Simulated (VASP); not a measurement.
# InP (F-43m) in VASP: phonons with r2SCAN

Aim: the phonons of InP with r2SCAN.

All numbers are computed with VASP 6.6.1; they aren't measurements. Logs are shortened: lines on timing, memory, paths and dates and some standing lists are left out, and cuts for length are marked.

## (1) The crystal as given

The structure is cubic, space group F-43m (No. 216). The conventional cell has a = 5.861 Å, b = 5.861 Å, c = 5.861 Å, α = 90.00°, β = 90.00°, γ = 90.00°. In (site symmetry -43m) has 4 P at 2.54 Å as nearest neighbours. Around P (site symmetry -43m) lie 4 In at 2.54 Å.

## (2) Phonons, r2SCAN

Contents of POSCAR:

```
InP
1.0
    0.0000000000      2.9305000000      2.9305000000
    2.9305000000      0.0000000000      2.9305000000
    2.9305000000      2.9305000000      0.0000000000
In P
1 1
Direct
    0.0000000000      0.0000000000      0.0000000000
    0.2500000000      0.2500000000      0.2500000000
```

Contents of INCAR.step1:

```
SYSTEM = InP
PREC = Accurate
ENCUT = 600
EDIFF = 1E-8
ISMEAR = 0
SIGMA = 0.02
LREAL = .False.
LASPH = .True.
NELM = 100
ALGO = Normal
ISIF = 3
LWAVE = .False.
LCHARG = .False.
METAGGA = R2SCAN
LMIXTAU = .True.
IBRION = 2
NSW = 40
EDIFFG = -0.002
```

Contents of INCAR.step2:

```
SYSTEM = InP
PREC = Accurate
ENCUT = 600
EDIFF = 1E-8
ISMEAR = 0
SIGMA = 0.02
LREAL = .False.
LASPH = .True.
NELM = 100
ALGO = Normal
ISIF = 2
LWAVE = .False.
LCHARG = .False.
METAGGA = R2SCAN
LMIXTAU = .True.
IBRION = 6
NFREE = 2
POTIM = 0.015
NSW = 1
```

Contents of KPOINTS:

```
Automatic mesh
0
Gamma
  10 10 10
  0 0 0
```

Potentials or basis: VASP PAW PBE potentials, release 64 (In_d, P).

Run with:

```sh
$ cat potpaw_PBE.64/In_d/POTCAR potpaw_PBE.64/P/POTCAR > POTCAR
$ cp INCAR.step1 INCAR
$ mpirun -np 1 vasp_std > vasp.out
$ cp CONTCAR POSCAR
$ cp INCAR.step2 INCAR
$ mpirun -np 1 vasp_std > vasp.out
```

OUTCAR:

```text
SYSTEM = InP
   PREC = Accurate
   ENCUT = 600
   EDIFF = 1E-8
   ISMEAR = 0
   LREAL = .False.
   LASPH = .True.
   NELM = 100
   ISIF = 2
   METAGGA = R2SCAN
   IBRION = 6
   NFREE = 2
   POTIM = 0.015
   NSW = 1

 ion  position               nearest neighbor table
   1  0.000  0.000  0.000-   2 2.56   2 2.56   2 2.56   2 2.56
   2  0.250  0.250  0.250-   1 2.56   1 2.56   1 2.56   1 2.56

  LATTYP: Found a face centered cubic cell.
 ALAT       =     5.9045632000

  Lattice vectors:

 A1 = (   0.0000000000,   2.9522816000,   2.9522816000)
 A2 = (   2.9522816000,   0.0000000000,   2.9522816000)
 A3 = (   2.9522816000,   2.9522816000,   0.0000000000)

Analysis of symmetry for initial positions (statically):
=====================================================================
 Subroutine PRICEL returns:
 Original cell was already a primitive cell.

 Routine SETGRP: Setting up the symmetry group for a
 face centered cubic supercell.

 Subroutine GETGRP returns: Found 24 space group operations
 (whereof 24 operations were pure point group operations)
 out of a pool of 48 trial point group operations.

The static configuration has the point symmetry T_d .

Analysis of symmetry for dynamics (positions and initial velocities):
=====================================================================
 Subroutine PRICEL returns:
 Original cell was already a primitive cell.

 Routine SETGRP: Setting up the symmetry group for a
 face centered cubic supercell.

 Subroutine GETGRP returns: Found 24 space group operations
 (whereof 24 operations were pure point group operations)
 out of a pool of 48 trial point group operations.

The dynamic configuration has the point symmetry T_d .

 Subroutine INISYM returns: Found 24 space group operations
 (whereof 24 operations are pure point group operations),
 and found     1 'primitive' translations

----------------------------------------------------------------------------------------

                                     Primitive cell

  volume of cell :      51.4640

  direct lattice vectors                    reciprocal lattice vectors
     0.000000000  2.952281600  2.952281600    -0.169360538  0.169360538  0.169360538
     2.952281600  0.000000000  2.952281600     0.169360538 -0.169360538  0.169360538
     2.952281600  2.952281600  0.000000000     0.169360538  0.169360538 -0.169360538

  length of vectors
     4.175156679  4.175156679  4.175156679     0.293341057  0.293341057  0.293341057

  position of ions in fractional coordinates (direct lattice)
     0.000000000  0.000000000  0.000000000
     0.250000000  0.250000000  0.250000000

  ion indices of the primitive-cell ions
   primitive index   ion index
                 1           1
                 2           2

----------------------------------------------------------------------------------------

 KPOINTS: Automatic mesh

Automatic generation of k-mesh.
 Grid dimensions read from file:
 generate k-points for:   10   10   10

 Generating k-lattice:

  Cartesian coordinates                     Fractional coordinates (reciprocal lattice)
    -0.016936054  0.016936054  0.016936054     0.100000000  0.000000000  0.000000000
     0.016936054 -0.016936054  0.016936054     0.000000000  0.100000000  0.000000000
     0.016936054  0.016936054 -0.016936054     0.000000000  0.000000000  0.100000000

  Length of vectors
     0.029334106  0.029334106  0.029334106

  Shift w.r.t. Gamma in fractional coordinates (k-lattice)
     0.000000000  0.000000000  0.000000000

[... 62 lines left out ...]
   NUPDOWN=      -1.0000    fix difference up-down
   EMIN   =  10.00;   EMAX   =-10.00  energy-range for DOS
   EFERMI =   0.00;   METHOD = LEGACY
   ISMEAR =     0;   SIGMA  =   0.02  broadening in eV -4-tet -1-fermi 0-gaus
   EFERMI_NEDOS =   21; number of points for ismear=-14 and -15
   IALGO  =     38    algorithm
   IMIX   =      4    mixing-type and parameters
     AMIX     =   0.40;   BMIX     =  1.00
     AMIX_MAG =   1.60;   BMIX_MAG =  1.00
  volume/ion in A,a.u.               =      25.73       173.65
  Fermi-wavevector in a.u.,A,eV,Ry     =   1.153448  2.179700 18.101755  1.330441
  Thomas-Fermi vector in A             =   2.290092
   LORBIT       =      0    0 simple, 1 ext, 2 COOP (PROOUT), +10 PAW based schemes
   METAGGA = R2SCAN    functional components
   LHFCALC =     F    Hartree Fock is set to
   AEXX    =    0.0000 exact exchange contribution
   IVDW    =     0    specifies the selected vdW correction
   LEPSILON=     F    determine dielectric tensor
   LRPA    =     F    only Hartree local field effects (RPA)
 finite differences with symmetry
 non-spin polarized calculation
 Gauss-broadening in eV      SIGMA  =   0.02
  energy-cutoff  :      600.00
  volume of cell :       51.46
 maximum number of plane-waves:      1759
 NGX is ok and might be reduce to    36
   NGX = 17   NGY = 17   NGZ = 17

--------------------------------------- Ionic step        1  -------------------------------------------

 number of electron      17.9999998 magnetization

 Free energy of the ion-electron system (eV)
  ---------------------------------------------------
  ext. energy  EPLUGINS =         0.00000000
  ---------------------------------------------------
  free energy    TOTEN  =       -32.29973313 eV

  energy without entropy =      -32.29973313  energy(sigma->0) =      -32.29973313

------------------------ aborting loop because EDIFF is reached ----------------------------------------

  FORCE on cell =-STRESS in cart. coord.  units (eV):
  Direction    XX          YY          ZZ          XY          YZ          ZX
  --------------------------------------------------------------------------------------
  -------------------------------------------------------------------------------------
  Total        0.0040418      0.0040418      0.0040418      0.0000000      0.0000000      0.0000000
  in kB        0.1258294      0.1258294      0.1258294      0.0000000      0.0000000      0.0000000
  external PRESSURE =       0.1258294 kB  Pullay stress =       0.0000000 kB
[... 131 lines left out ...]
--------------------------------------- Ionic step        5  -------------------------------------------

 number of electron      17.9999998 magnetization

 Free energy of the ion-electron system (eV)
  ---------------------------------------------------
  ext. energy  EPLUGINS =         0.00000000
  ---------------------------------------------------
  free energy    TOTEN  =       -32.29885323 eV

  energy without entropy =      -32.29885323  energy(sigma->0) =      -32.29885323

 E-fermi :   4.9244     XC(G=0):  -9.7779

 val. band max:        4.7976814772   @ k =   0.0000   0.0000   0.0000
 cond. band min:       5.8089297190   @ k =   0.0000   0.0000   0.0000
 fundamental gap:      1.0112482418
 Fermi energy:         4.9244419212

 k-point     1 :       0.0000    0.0000    0.0000
  band No.  band energies     occupation
      1      -9.8471      2.00000
      2      -9.8441      2.00000
      3      -9.8406      2.00000
      4      -9.6764      2.00000
      5      -9.6764      2.00000
      6      -7.0758      2.00000
      7       4.7405      2.00000
      8       4.7700      2.00000
      9       4.7977      2.00000
     10       5.8089      0.00000
     11       9.1936      0.00000
     12       9.2100      0.00000
     13       9.2281      0.00000
[... 354 lines left out ...]
  band No.  band energies     occupation
      1      -9.9986      2.00000
      2      -9.7659      2.00000
      3      -9.7634      2.00000
      4      -9.7102      2.00000
      5      -9.6501      2.00000
      6      -5.3865      2.00000
      7      -0.0046      2.00000
      8       2.5932      2.00000
      9       2.8387      2.00000
     10       7.3140      0.00000
     11       8.1079      0.00000
     12      12.0724      0.00000
     13      12.7430      0.00000

 [... further k-points ...]

------------------------ aborting loop because EDIFF is reached ----------------------------------------

  FORCE on cell =-STRESS in cart. coord.  units (eV):
  Direction    XX          YY          ZZ          XY          YZ          ZX
  --------------------------------------------------------------------------------------
  -------------------------------------------------------------------------------------
  Total        0.0035262      0.0059673      0.0059673      0.0000000      0.1139841      0.0000000
  in kB        0.1097776      0.1857738      0.1857738      0.0000000      3.5485547      0.0000000
  external PRESSURE =       0.1604417 kB  Pullay stress =       0.0000000 kB
[... 17 lines left out ...]
  FREE ENERGIE OF THE ION-ELECTRON SYSTEM (eV)
  ---------------------------------------------------
  free  energy   TOTEN  =       -32.2988532306 eV

  energy  without entropy=      -32.2988532306  energy(sigma->0) =      -32.29885323

 INTERNAL STRAIN TENSORS FROM DISPLACED ATOMS
 ============================================

 INTERNAL STRAIN TENSOR FOR ION    1 for displacements in x,y,z  (eV/Angst):
          X           Y           Z          XY          YZ          ZX
  --------------------------------------------------------------------------------
  x     0.00000     0.00000     0.00000     0.00000     7.59464     0.00000
  y     0.00000     0.00000     0.00000     0.00000     0.00000     7.59464
  z     0.00000     0.00000     0.00000     7.59464     0.00000     0.00000

 INTERNAL STRAIN TENSOR FOR ION    2 for displacements in x,y,z  (eV/Angst):
          X           Y           Z          XY          YZ          ZX
  --------------------------------------------------------------------------------
  x     0.00000     0.00000     0.00000     0.00000    -7.59643     0.00000
  y     0.00000     0.00000     0.00000     0.00000     0.00000    -7.59643
  z     0.00000     0.00000     0.00000    -7.59643     0.00000     0.00000

 Eigenvectors and eigenvalues of the dynamical matrix
 ----------------------------------------------------

   1 f  =    8.852378 THz    55.621132 2PiTHz  295.283547 cm-1    36.610477 meV
             X         Y         Z           dx          dy          dz
      0.000000  0.000000  0.000000     0.000000    0.460793    0.000000
      1.476141  1.476141  1.476141     0.000000   -0.887508    0.000000
[... 21 lines left out ...]
   6 f/i=    0.001302 THz     0.008179 2PiTHz    0.043424 cm-1     0.005384 meV
             X         Y         Z           dx          dy          dz
      0.000000  0.000000  0.000000     0.000000    0.000000    0.887508
      1.476141  1.476141  1.476141     0.000000    0.000000    0.460793

 ELASTIC MODULI CONTR FROM IONIC RELAXATION (kBar)
 Direction    XX          YY          ZZ          XY          YZ          ZX
 --------------------------------------------------------------------------------
 XX          -0.0000     -0.0000     -0.0000      0.0000      0.0000      0.0000
 YY          -0.0000     -0.0000     -0.0000      0.0000      0.0000      0.0000
 ZZ          -0.0000     -0.0000     -0.0000      0.0000      0.0000      0.0000
 XY           0.0000      0.0000      0.0000   -229.6782      0.0000      0.0000
 YZ           0.0000      0.0000      0.0000      0.0000   -229.6782      0.0000
 ZX           0.0000      0.0000      0.0000      0.0000      0.0000   -229.6782
 --------------------------------------------------------------------------------
```

It took 29 min on 1 thread of Intel Xeon Platinum 8488C (Sapphire Rapids), shared host; peak memory 0.39 GiB.

What came out:

| Quantity | Value |
| --- | --- |
| Relaxed volume | 25.73 Å³/atom |
| Relaxed cell | a = 4.175 Å, b = 4.175 Å, c = 4.175 Å, α = 60.00°, β = 60.00°, γ = 60.00° |
| Space group after relaxing (to 0.05 Å) | F-43m (No. 216) |
| Highest phonon frequency at Γ, LO-TO splitting left out | 295 cm⁻¹ |

The path:
| step | energy change (eV) | largest force (eV/Å) | pressure (GPa) | volume (Å³) |
| --- | --- | --- | --- | --- |
| 1 | 0.0000 | 0.0000 | 1.61 | 50.33 |
| 2 | -0.0034 | 0.0000 | -0.93 | 52.20 |
| 3 | -0.0055 | 0.0000 | 0.01 | 51.46 |

Final structure:
```
In P
1.0
     0.00000    2.95228    2.95228
     2.95228    0.00000    2.95228
     2.95228    2.95228    0.00000
In P
1 1
Direct
  0.00000 0.00000 0.00000
  0.25000 0.25000 0.25000
```

Phonon frequencies in cm⁻¹ (negative: imaginary):
```
              q point        frequencies
(0.000, 0.000, 0.000)  0 0 0 295 295 295
```

Caveat: the PAW data sets were made with another functional, which shifts forces and pressure a little.
